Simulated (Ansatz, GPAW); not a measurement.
**GaSb: 3 runs at one level of theory**

```
CELL_PARAMETERS angstrom
0.00000 3.05900 3.05900
3.05900 0.00000 3.05900
3.05900 3.05900 0.00000
ATOMIC_POSITIONS crystal
Sb 0.75000 0.75000 0.75000
Ga 0.00000 0.00000 0.00000
```

Alike in all runs: task band structure; functional BLYP; k mesh 8 × 8 × 8; occupations fermi-dirac, width 0.05 eV; no spin polarisation; no spin-orbit coupling. Pressure is positive in compression and, in plane waves, holds the error of the finite cutoff, which Ansatz's Pulay term estimates and takes out.

| program and potentials | plane-wave cutoff (eV) | notes | pressure (GPa) |
| --- | --- | --- | --- |
| Ansatz, Ansatz PAW | 420 | potentials made for PBE, which Ansatz adapts in part; 14 valence electrons an atom on average; Pulay term of +0.03 GPa included | 5.32 |
| GPAW, PAW data sets generated for this functional | 600 | 9 valence electrons an atom on average | 5.20 |
| Ansatz, all-electron LAPW, scalar-relativistic | - | - | ? |

**Question.** Estimate from the other rows what the run with Ansatz, all-electron LAPW, scalar-relativistic gave.

**Answer.** Pressure 5.35 GPa. The other rows, which needn't bracket it: pressure 5.20 to 5.32.
